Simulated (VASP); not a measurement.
Input of a VASP 6.6.1 run:

INCAR

```
SYSTEM = C
PREC = Accurate ; ENCUT = 400
EDIFF = 1E-7 ; ISMEAR = -1
SIGMA = 0.05 ; LREAL = .False.
LASPH = .True. ; NELM = 80
ALGO = Fast ; ISIF = 2
LWAVE = .False. ; LCHARG = .False.
GGA = PE ; NBANDS = 26
```

Contents of KPOINTS:

```
Automatic mesh
0
Gamma
  12 12 4
  0 0 0
```

The input POSCAR:

```
C
1.0
    2.5221000000      0.0000000000      0.0000000000
   -1.2610500000      2.1842026709      0.0000000000
    0.0000000000      0.0000000000      8.2371000000
C
8
Direct
    0.6666666667      0.3333333333      0.8437500000
    0.3333333333      0.6666666667      0.3437500000
    0.6666666667      0.3333333333      0.6562500000
    0.3333333333      0.6666666667      0.1562500000
    0.0000000000      0.0000000000      0.9062500000
    0.0000000000      0.0000000000      0.4062500000
    0.0000000000      0.0000000000      0.5937500000
    0.0000000000      0.0000000000      0.0937500000
```

Contents of KPOINTS_OPT:

```
path GMKGALHA,LM,KH
10
line-mode
reciprocal
 0.0000000000  0.0000000000  0.0000000000  G
 0.5000000000  0.0000000000  0.0000000000  M

 0.5000000000  0.0000000000  0.0000000000  M
 0.3333333333  0.3333333333  0.0000000000  K

 0.3333333333  0.3333333333  0.0000000000  K
 0.0000000000  0.0000000000  0.0000000000  G

 0.0000000000  0.0000000000  0.0000000000  G
 0.0000000000  0.0000000000  0.5000000000  A

 0.0000000000  0.0000000000  0.5000000000  A
 0.5000000000  0.0000000000  0.5000000000  L

 0.5000000000  0.0000000000  0.5000000000  L
 0.3333333333  0.3333333333  0.5000000000  H

 0.3333333333  0.3333333333  0.5000000000  H
 0.0000000000  0.0000000000  0.5000000000  A

 0.5000000000  0.0000000000  0.5000000000  L
 0.5000000000  0.0000000000  0.0000000000  M

 0.3333333333  0.3333333333  0.0000000000  K
 0.3333333333  0.3333333333  0.5000000000  H
```

Potentials or basis: VASP PAW PBE potentials, release 64 (C_s).

The run is started by

```sh
$ cat potpaw_PBE.64/C_s/POTCAR > POTCAR
$ mpirun -np 1 vasp_std > vasp.out
```

(1) What does it give for the pressure?

(2) Estimate the largest force.

(3) What does it give for the band gap along the path?

(4) Predict the band gap on the k mesh.

Answers

(1) 3.5 GPa.

(2) 0.330 eV/Å.

(3) 4.44 eV, indirect (least direct gap 5.18 eV).

(4) 4.43 eV, indirect (least direct gap 5.18 eV).
